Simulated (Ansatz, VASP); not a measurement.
# Ni: VASP beside Ansatz

INCAR

```
SYSTEM = Ni
PREC = Accurate ; ENCUT = 520
EDIFF = 1E-6 ; ISMEAR = 0
SIGMA = 0.05 ; LREAL = .FALSE.
LASPH = .TRUE. ; NELM = 150
ALGO = Normal ; ISIF = 2
LWAVE = .FALSE. ; LCHARG = .TRUE.
ISPIN = 2 ; MAGMOM = 0.85
LORBIT = 11 ; LMAXMIX = 4
GGA = PE ; LELF = .TRUE.
LVHAR = .TRUE. ; NBANDS = 15
```

File KPOINTS:

```
Automatic mesh
0
G
  10 10 10
  0 0 0
```

File POSCAR:

```
Ni
1.0
    0.0000000000      1.7623435447      1.7623435447
    1.7623435447      0.0000000000      1.7623435447
    1.7623435447      1.7623435447      0.0000000000
Ni
1
Direct
    0.0000000000      0.0000000000      0.0000000000
```

Input for Ansatz:

```yaml
crystal:
  lattice:
    - [0.0, 1.7623435447, 1.7623435447]
    - [1.7623435447, 0.0, 1.7623435447]
    - [1.7623435447, 1.7623435447, 0.0]
  atoms:
    - { symbol: Ni, position: [0.0, 0.0, 0.0], spin: 0.85 }
basis:
  ecutwfc: 420
  ecutrho_ratio: 4
kpoints:
  mp_grid: { grid: [10, 10, 10] }
hamiltonian:
  xc: pbe
scf:
  occupations: { method: gaussian, width: 0.05 }
output:
  forces: true
  stress: true
  eigenvalues: true
  populations: true
magnetization:
  spin_polarized: true
```

Alike in both runs: task single point; functional PBE; k mesh 10 × 10 × 10; occupations gaussian, width 0.05 eV; collinear spin.

|  | VASP | Ansatz |
| --- | --- | --- |
| version | VASP 6.6.1 | Ansatz 0.2.0 |
| potentials or method | VASP PAW PBE potentials, release 64 (Ni) | scalar-relativistic, plane waves, PAW |
| plane-wave cutoff (eV) | 520 | 420 |
| valence electrons in the cell | 10 | 18 |

Ansatz gave:

- gap on the k mesh at the Fermi level (eV): none
- pressure (GPa): -0.6
- net moment per atom (μB): 0.73
- size of the moment on the site where the two differ most (μB): 0.77

Question: Estimate VASP's values.

Answer: gap on the k mesh at the Fermi level (eV): none; pressure (GPa): -0.6; net moment per atom (μB): 0.73; size of the moment on the site where the two differ most (μB): 0.74.

Site moments also hang on the region over which each program counts them. A gap of «none» marks a metal or a gap that the smearing closes. The two sets of potentials don't hold the same shells in valence.
